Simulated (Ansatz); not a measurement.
**Equation of state of rhenium, bcc**

Theory: DFT, revPBE, plane waves (420 eV) with PAW, scalar-relativistic in Ansatz. (PAW data from PBE, frozen cores regenerated.)

The cell is scaled uniformly from the relaxed one, with fractional coordinates and shape fixed. Energies are extrapolated to zero smearing, pressures are those at the given smearing. Magnetic state: spin not included.

```
V (Å³/atom)  E − E₀ (meV/atom)  P (GPa)
     13.382              299.6    59.26
     13.990              122.9    35.12
     14.598               28.5    15.77
     15.206               -0.1     0.26
     15.815               24.3   -12.17
     16.423               90.9   -22.09
     17.031              191.3   -29.99
```

(1) Fit a third-order Birch-Murnaghan equation.

## Answers

(1) V₀ = 15.21 Å³/atom, B₀ = 346 GPa, B₀′ = 4.5.
